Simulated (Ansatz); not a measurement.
**Sb (fcc type): how the settings move a single-point run**

How sensitive is a single-point run of Sb (fcc type) to its settings? A reference run comes first, then one run with altered input.

Program: Ansatz 0.2.0. Level of theory: reference: DFT, PBE, all-electron LAPW, scalar-relativistic. These are calculated values, not measurements.

**1. The system as given**

It takes space group Fm-3m (No. 225, cubic). Conventional cell: a = 4.793 Å, b = 4.793 Å, c = 4.793 Å, α = 90.00°, β = 90.00°, γ = 90.00°. Sb (site symmetry m-3m) is surrounded by 12 Sb at 3.39 Å.

Coordinates:

```cif
data_structure
_symmetry_space_group_name_H-M 'P 1'
_symmetry_Int_Tables_number 1
_cell_length_a 3.3888
_cell_length_b 3.3888
_cell_length_c 8.3009
_cell_angle_alpha 90.000
_cell_angle_beta 90.000
_cell_angle_gamma 120.000
_cell_volume 82.56
loop_
_atom_site_label
_atom_site_type_symbol
_atom_site_fract_x
_atom_site_fract_y
_atom_site_fract_z
_atom_site_occupancy
Sb1 Sb 0.00000 0.00000 0.00000 1
Sb2 Sb 0.33333 0.66667 0.33333 1
Sb3 Sb 0.66667 0.33333 0.66667 1
```

**2. Baseline**

File input.yaml:

```yaml
crystal:
  lattice:
    - [0.0, 2.3962708729, -2.3962708729]
    - [-2.3962708729, 0.0, 2.3962708729]
    - [4.7925417458, 4.7925417458, 4.7925417458]
  atoms:
    - { symbol: Sb, position: [0.0, 0.0, 0.0] }
    - { symbol: Sb, position: [0.333333333, 0.666666667, 0.333333333] }
    - { symbol: Sb, position: [0.666666667, 0.333333333, 0.666666667] }
kpoints:
  mp_grid: { grid: [11, 11, 4] }
scf:
  occupations: { method: fermi_dirac, width: 0.1 }
hamiltonian:
  xc: pbe
  pseudopotentials: { kind: all_electron, lapw: { basis_error: 0.001 } }
output:
  forces: true
  stress: true
  eigenvalues: true
```

Run with:

```bash
> ansatz run input.yaml --threads 1 --pin off --max-ram 3584MiB --backend cpu --events-out ev --progress --plain --runs-dir out
```

**3. Changed: mp_grid.shift [0.5, 0.5, 0.5]**

Changes to input.yaml since step 2:

```diff
@@ -10,3 +10,3 @@
 kpoints:
-  mp_grid: { grid: [11, 11, 4] }
+  mp_grid: { grid: [11, 11, 4], shift: [0.5, 0.5, 0.5] }
 scf:
```

Before running it: what results should come out? Wanted: for each run, ending; energy change; pressure; gap; force.

As calculated:

```
                             run     ending  energy change  pressure (GPa)  gap (eV)  force (eV/Å)  cycles  time
                       reference  converged              0            -0.1      0.00          0.00       7  11 s
1: mp_grid.shift [0.5, 0.5, 0.5]  converged  +4.4 meV/atom            -0.2      0.00          0.00       7  24 s
```

Residual by cycle in the longest SCF loop of each run; runs are numbered as in the table. The quantity is the density residual dr2, in eV.

```
cycle  reference    run 1
    1       0.01   0.0104
    2     0.0045  0.00472
    3    0.00139  0.00145
    4     4.7e-4   4.9e-4
    5     1.6e-5   1.6e-5
    6     7.4e-7   7.3e-7
    7     6.5e-8   6.2e-8
```

Changing the k-point mesh moves the energy by +4.4 meV/atom. The energy is not variational in the mesh, so the sign tells nothing. Cost: 24 s against 11 s. Semilocal functionals close small gaps, so the missing gap need not be the real solid's.
